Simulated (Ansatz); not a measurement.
The structure is an experimental refinement, used without relaxation. The listed cell was then made from it by scaling, straining or moving an atom.

An input for Ba: DFT, PBE, all-electron LAPW, scalar-relativistic (Ansatz 0.2.0).

Command: `ansatz run input.yaml --threads 1 --pin off --max-ram 2048MiB --backend cpu --events-out ev --progress --plain --runs-dir out` The run took about 4.9 s on 1 thread of a shared machine.

```yaml
crystal:
  lattice:
    - [-2.5328985096, 2.5328985096, 2.5328985096]
    - [2.5328985096, -2.5328985096, 2.5328985096]
    - [2.5328985096, 2.5328985096, -2.5328985096]
  atoms:
    - { symbol: Ba, position: [0.0, 0.0, 0.0] }
kpoints:
  mp_grid: { grid: [10, 10, 10] }
scf:
  occupations: { method: fermi_dirac, width: 0.05 }
hamiltonian:
  xc: pbe
  pseudopotentials: { kind: all_electron, lapw: { basis_error: 0.0005 } }
output:
  forces: true
  stress: true
  eigenvalues: true
```

The results part of the log:

```
SCF 1 converged in 7 iterations: F = -221372.286918 eV  dr2 = 7.27e-8
SCF converged after 7 iterations
Free energy (F): -221372.286918 eV
Harris-Foulkes:  -221372.286918 eV  (|F-HF|=2.08e-8)
Internal energy: -221372.275510 eV  (E = F + TS)
E sigma→0 (E₀):  -221372.281214 eV
Entropy (-TS):   -0.011408 eV (-11.408 meV/atom)
Fermi energy:    7.376656 eV
--- Per-component energies (eV) ---
  E_band       = -843.973554
  E_kinetic    = 235876.618298
  E_xc         = -5392.356927
  E_electrostatic = -451856.536881  (all electrons and nuclei)
  E_smearing   = -0.011408  (= −TS)
  E_closure    = 0.000000  (closes the sum)
  E_atoms      = -221370.400070  (free atoms, spherical and without spin; not in F)
  Σ components = -221372.286918   (vs F -221372.286918, Δ=0.00e0)
  Basis errors (estimates in eV, not in F): energy 1.6e-4 per atom: plane waves 1.5e-4 (7.7e-5 summed), levels above the bands 2.2e-28, relativity 8.5e-9, radial functions 1.6e-5, core shells 2.4e-7; eigenvalues (radial functions only) 4.9e-7; not estimated: angular momenta, meshes, grids; target (lapw.basis_error) 5.0e-4; muffin-tin radii Ba 2.194 Å
--- Forces (eV/Å), atoms counted from 1 ---
  atom   1  Ba    -0.00000000    -0.00000000     0.00000000
  max |Σ_I F_I| component: 1.85e-31 eV/Å
--- Stress (GPa, compression-positive) ---
       -0.224509       0.000000       0.000000
        0.000000      -0.224509      -0.000000
        0.000000      -0.000000      -0.224509
  P = ⅓ Tr σ = -0.2245 GPa (-2.245 kbar)
--- Band table (eV; the first three rows and the last of 47) ---
  k-point 0: bands = ["-77.4183", "-77.4183", "-77.4183", "-77.4133", "-77.4133", "-21.5343", "-6.5023", "-6.5023", "-6.5023", "4.6618", "9.1885", "9.1885", "9.1885", "10.5488"]
  k-point 1: bands = ["-77.4183", "-77.4183", "-77.4183", "-77.4133", "-77.4133", "-21.5307", "-6.5447", "-6.5155", "-6.5025", "4.8409", "9.0366", "9.0899", "9.3619", "10.3011"]
  k-point 2: bands = ["-77.4183", "-77.4183", "-77.4183", "-77.4133", "-77.4133", "-21.5213", "-6.6526", "-6.5496", "-6.5031", "5.3291", "8.7078", "8.7140", "9.8686", "10.2070"]
  k-point 46: bands = ["-77.4183", "-77.4183", "-77.4183", "-77.4133", "-77.4133", "-21.4684", "-6.7922", "-6.7922", "-6.7922", "6.8907", "6.8907", "11.2940", "11.2940", "11.2940"]
```
